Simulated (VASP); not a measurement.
**HgTe in VASP 6.6.1, relaxation**

INCAR

```
NSW = 40
ISIF = 3
LCHARG = .FALSE.
EDIFF = 1E-7
MAGMOM = 0.5 0.5
ISPIN = 2
ISMEAR = -1
EDIFFG = -5E-3
LWAVE = .FALSE.
NBANDS = 16
LASPH = .TRUE.
NELM = 120
POTIM = 0.2
GGA = PE
LREAL = .FALSE.
PREC = Normal
SIGMA = 0.02
ENCUT = 600
IBRION = 2
```

KPOINTS

```
KPOINTS created by Atomic Simulation Environment
0
Gamma
8 8 8
0 0 0
```

POSCAR

```
Hg Te
 1.0000000000000000
     0.0000000000000000    2.8793700000000002    2.8793700000000002
     2.8793700000000002    0.0000000000000000    2.8793700000000002
     2.8793700000000002    2.8793700000000002    0.0000000000000000
 Hg  Te
   1   1
Cartesian
  0.0000000000000000  0.0000000000000000  0.0000000000000000
  2.8793700000000002  2.8793700000000002  2.8793700000000002
```

The recommended PBE PAW datasets give the neutral cell 18 valence electrons.

Command

```
mpirun -np 1 vasp_std
```

OSZICAR

```
N       E                     dE             d eps       ncg     rms          rms(c)
DAV:   1     0.116443555834E+03    0.11644E+03   -0.88563E+03  1864   0.111E+03
DAV:   2     0.496816809547E+00   -0.11595E+03   -0.10738E+03  2176   0.252E+02
DAV:   3    -0.308231478059E+01   -0.35791E+01   -0.35678E+01  2336   0.451E+01
DAV:   4    -0.310500248212E+01   -0.22688E-01   -0.22686E-01  2232   0.351E+00
DAV:   5    -0.310538038007E+01   -0.37790E-03   -0.37790E-03  2384   0.429E-01    0.113E+01
DAV:   6    -0.294965229193E+01    0.15573E+00   -0.43633E-01  2328   0.927E+00    0.799E+00
DAV:   7    -0.294511256106E+01    0.45397E-02   -0.83412E-02  2176   0.207E+00    0.299E+00
DAV:   8    -0.294474750743E+01    0.36505E-03   -0.94456E-03  2192   0.934E-01    0.137E+00
DAV:   9    -0.294323881858E+01    0.15087E-02   -0.47109E-04  2152   0.187E-01    0.310E-01
DAV:  10    -0.294326565250E+01   -0.26834E-04   -0.22322E-04  2256   0.127E-01    0.129E-01
...
       N       E                     dE             d eps       ncg     rms          rms(c)
DAV:   1    -0.334128616714E+01   -0.54453E-02   -0.96912E-02  2128   0.319E+00    0.565E-01
DAV:   2    -0.333662974021E+01    0.46564E-02   -0.10205E-02  2080   0.129E+00    0.164E-01
DAV:   3    -0.333614804757E+01    0.48169E-03   -0.10346E-03  2120   0.279E-01    0.163E-01
DAV:   4    -0.333610579441E+01    0.42253E-04   -0.83796E-05  2064   0.629E-02    0.461E-02
DAV:   5    -0.333610486715E+01    0.92727E-06   -0.10884E-05  2056   0.378E-02    0.226E-02
DAV:   6    -0.333610603357E+01   -0.11664E-05   -0.29943E-06  2200   0.189E-02    0.630E-03
DAV:   7    -0.333610588022E+01    0.15335E-06   -0.33427E-07  1752   0.675E-03    0.178E-03
DAV:   8    -0.333610586368E+01    0.16544E-07   -0.36369E-08  1056   0.152E-03
   5 F= -.33361059E+01 E0= -.33343198E+01  d E =-.392811E+00  mag=    -0.0000
```

Standard output (part)

```
POSCAR found type information on POSCAR HgTe
 POSCAR found :  2 types and       2 ions
 LDA part: xc-table for (Slater+PW92), standard interpolation
 POSCAR, INCAR and KPOINTS ok, starting setup
 WAVECAR not read
 entering main loop
 curvature:   0.00 expect dE= 0.000E+00 dE for cont linesearch  0.000E+00
 search vector abs. value=  0.595E+00
 bond charge predicted
 trial-energy change:   -0.354503  1 .order   -0.377257   -0.595434   -0.159080
 bond charge predicted
 curvature:   0.77 expect dE= 0.101E-01 dE for cont linesearch  0.101E-01
 ZBRENT: interpolating
 opt :   1.5765  next Energy=    -3.334772 (dE=-0.391E+00)
 bond charge predicted
 curvature:  -1.08 expect dE=-0.257E-03 dE for cont linesearch -0.257E-03
 ZBRENT: interpolating
 opt :   1.5301  next Energy=    -3.336137 (dE=-0.393E+00)
 bond charge predicted
 curvature:  -1.24 expect dE=-0.262E-07 dE for cont linesearch -0.262E-07
 trial: gam=-0.00019 g(F)=  0.410E-65 g(S)=  0.211E-07 ort = 0.112E-03 (trialstep = 0.111E+01)
 search vector abs. value=  0.100E-09
 reached required accuracy - stopping structural energy minimisation
```

| ionic step | ΔE (meV/atom) | volume (Å³) | largest force (eV/Å) | pressure (GPa) | electronic steps |
| --- | --- | --- | --- | --- | --- |
| 1 | 0.0 | 47.74 | 0.000 | 15.22 | 15 |
| 2 | -177.3 | 54.29 | 0.000 | 3.58 | 13 |
| 3 | -188.7 | 60.65 | 0.000 | -1.78 | 10 |
| 4 | -196.3 | 58.32 | 0.000 | -0.25 | 10 |
| 5 | -196.4 | 57.99 | 0.000 | 0.00 | 8 |

It converged. Results: relaxed cell vector lengths 4.345, 4.345, 4.345 Å; relaxed cell volume 57.99 Å³; magnetic moment of the cell 0.00 μB.

 The volume moved far on the plane waves of the start cell, so a restart from CONTCAR is due.

For comparison, a separate PBE relaxation on usual settings, not on those above, ends at 58.04 Å³.

The run above took about 78 s on one core of a shared host (Intel Xeon Platinum 8488C) and held 0.19 GiB at most.
